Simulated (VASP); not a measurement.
Crystal: Ir.

```xyz
4
Lattice="3.4413 0.0000 0.0000 -1.7206 2.9802 0.0000 0.0000 0.0000 5.6781" Properties=species:S:1:pos:R:3 pbc="T T T"
Ir    0.0000    1.9868    2.4842
Ir    1.7206    0.9934    5.3232
Ir    1.7206    0.9934    3.1939
Ir    0.0000    1.9868    0.3549
```

The cell was built by a generator and needn't be a form met in nature.

* Program: VASP 6.6.1
* Task: relaxation of cell and atoms
* Functional: PBE
* Potentials or basis: VASP PAW PBE potentials, release 64 (Ir)
* Cutoff: 600 eV
* k mesh: 6 × 6 × 4
* Occupations: gaussian, width 0.1 eV
* Spin: no spin polarisation

At the start: pressure 176.1 GPa; volume 14.56 Å³/atom.

Task: How do energy, volume and symmetry change on relaxing?

Result: Over 28 steps the energy falls by 2740.7 meV/atom and the volume is 21.64 Å³/atom (+48.6 %); space group P6_3/mmc (No. 194, to 0.05 Å).

The path:
```tsv
step	energy change (eV)	largest force (eV/Å)	pressure (GPa)	volume (Å³)
1	0.0000	0.7385	176.13	58.23
2	12.0097	0.2982	-9.26	324.02
3	6.7744	0.2692	-11.85	237.54
4	1.9249	0.2193	-18.24	184.81
5	-8.8072	0.1617	-22.81	109.64
6	-10.6701	0.3537	13.76	81.25
7	-10.8553	0.3122	-4.74	89.38
8	-10.8945	0.3253	-0.43	87.07
9	-10.9478	0.2009	-0.19	86.41
10	-10.9424	0.1921	2.03	85.77
11	-10.9458	0.0217	1.71	85.89
12	-10.9466	0.0328	1.79	85.86
13	-10.9516	0.0552	-0.25	86.83
14	-10.9517	0.0532	-0.07	86.74
15	-10.9521	0.0649	-0.06	86.74
16	-10.9533	0.0979	-0.03	86.73
17	-10.9552	0.1553	0.01	86.72
18	-10.9570	0.2363	0.05	86.69
19	-10.9572	0.2352	0.04	86.69
20	-10.9578	0.2290	0.03	86.69
21	-10.9587	0.2143	0.00	86.69
22	-10.9602	0.1756	-0.07	86.70
23	-10.9609	0.0842	-0.21	86.70
24	-10.9610	0.1136	-0.16	86.70
25	-10.9616	0.0965	-0.12	86.67
26	-10.9627	0.0458	0.05	86.60
27	-10.9625	0.0477	0.40	86.46
28	-10.9630	0.0037	0.20	86.54
```

Final structure:
```yaml
crystal:
  lattice:
    - [3.97315, 0.00000, 0.00000]
    - [-1.98657, 3.44085, 0.00000]
    - [0.00000, 0.00000, 6.33023]
  atoms:
    - { symbol: Ir, position: [0.33333, 0.66667, 0.44081] }
    - { symbol: Ir, position: [0.66667, 0.33333, 0.94081] }
    - { symbol: Ir, position: [0.66667, 0.33333, 0.55919] }
    - { symbol: Ir, position: [0.33333, 0.66667, 0.05919] }
```

Caveat: the volume moved by over 15 % at a fixed basis, so the end points are rough.
